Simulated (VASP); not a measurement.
SiC (Moissanite 3C): elastic constants with PBEsol

Crystal: SiC (Moissanite 3C).

```
CELL_PARAMETERS angstrom
0.00000 2.17900 2.17900
2.17900 0.00000 2.17900
2.17900 2.17900 0.00000
ATOMIC_POSITIONS crystal
Si 0.00000 0.00000 0.00000
C 0.75000 0.75000 0.75000
```

| Item | Value |
| --- | --- |
| Program | VASP 6.6.1 |
| Task | elastic constants |
| Functional | PBEsol |
| Potentials or basis | VASP PAW PBE potentials, release 64 (Si, C) |
| Cutoff | 600 eV |
| k mesh | 7 × 7 × 7 |
| Occupations | fermi-dirac, width 0.05 eV |
| Spin | no spin polarisation |
| Ions in elastic constants | relaxed |
| Further INCAR settings | ALGO = Normal; EDIFF = 1e-08; IBRION = 6; POTIM = 0.015; NSW = 1; ISIF = 3 |

The elastic constants C11, C12, C44 are 388, 137, 244 GPa, the voigt bulk modulus is 221 GPa and the highest phonon frequency at Γ, LO-TO splitting left out is 787 cm⁻¹.

Phonon frequencies in cm⁻¹ (negative: imaginary):
| q point | frequencies |
| --- | --- |
| (0.000, 0.000, 0.000) | 0 0 0 787 787 787 |

Elastic tensor in Voigt notation (GPa, in the Cartesian axes of the cell as first typed):
```
388 137 137   0   0   0
137 388 137   0   0   0
137 137 388   0   0   0
  0   0   0 244   0   0
  0   0   0   0 244   0
  0   0   0   0   0 244
```

Clamped-ion elastic tensor (GPa):
```
388 137 137   0   0   0
137 388 137   0   0   0
137 137 388   0   0   0
  0   0   0 273   0   0
  0   0   0   0 273   0
  0   0   0   0   0 273
```

Wall time 2.7 min on 1 thread of Intel(R) Xeon(R) Platinum 8375C CPU @ 2.90GHz (Ice Lake), with other jobs on the host, peak memory 0.18 GiB.

Caveat: the PAW data sets were made with another functional, which shifts forces and pressure a little.
